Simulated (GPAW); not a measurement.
Runs of GPAW 26.7.0 on MgO2. It takes space group Pa-3 (No. 205, cubic). The conventional cell has a = 4.829 Å, b = 4.829 Å, c = 4.829 Å, α = 90.00°, β = 90.00°, γ = 90.00°. Mg (site symmetry -3) has 6 O at 2.07 Å as nearest neighbours. O (site symmetry 3) has 1 O at 1.50 Å as nearest neighbours. The cell is a database's computed one.

```tsv
task	level	potentials or basis	cutoff (eV)	smearing	band path	band points	eigensolver	data set	kernel	gap on the mesh (eV)	pressure (GPa)	V0 of scaled cells (Å³/atom)	B0 (GPa)	largest force (eV/Å)
band structure	r4SCAN	GPAW PAW data sets (gpaw-data 1.2.1), pw	800	fermi-dirac 0.05 eV	GXMGRX,MR	60	-	-	-	4.67	0.0	-	-	0.04
band structure	revTPSS	GPAW PAW data sets (gpaw-data 1.2.1), pw	800	fermi-dirac 0.05 eV	GXMGRX,MR	60	davidson	-	-	(b)	(c)	-	-	0.18
equation of state	PBEsol	PAW data sets generated in the run's folder for this functional, pw	800	fermi-dirac 0.05 eV	-	-	-	-	-	-	-	9.45	(d)	-
band structure	LDA	the program's PAW data sets (release 1.2.1) made for this functional, other valence, pw	800	fermi-dirac 0.05 eV	GXMGRX,MR	80	-	Mg 2	-	3.74	-3.7	-	-	0.59
equation of state	LDA	the program's PAW data sets (release 1.2.1) made for this functional, other valence, pw	800	fermi-dirac 0.05 eV	-	-	-	Mg 2	-	-	-	(a)	165	-
equation of state	PBEsol+D4	PAW data sets generated in the run's folder for this functional, pw	800	fermi-dirac 0.05 eV	-	-	-	-	-	-	-	9.36	152	-
optical spectrum	LDA	the program's PAW data sets (release 1.2.1) made for this functional, other valence, pw	600	fermi-dirac 0.001 eV	-	-	-	Mg 2	RPA	3.73	-	-	-	-
```

Alike in all rows: no spin polarisation; cell as given; k mesh 4 × 4 × 4.

Task: Estimate the missing entries.

Result: (a) 9.18; (b) 4.26; (c) 4.0; (d) 150.

Caveats: the cell was scaled at fixed shape and fractional positions, which overstates the stiffness of a crystal with free parameters, most of all of layers and chains (some runs); the PAW data sets were made with another functional, which shifts forces and pressure a little (some runs); the long-wavelength limit can be off by a per cent or two (some runs).

A k mesh can miss the band edges.

Not every run made on this cell is shown here.
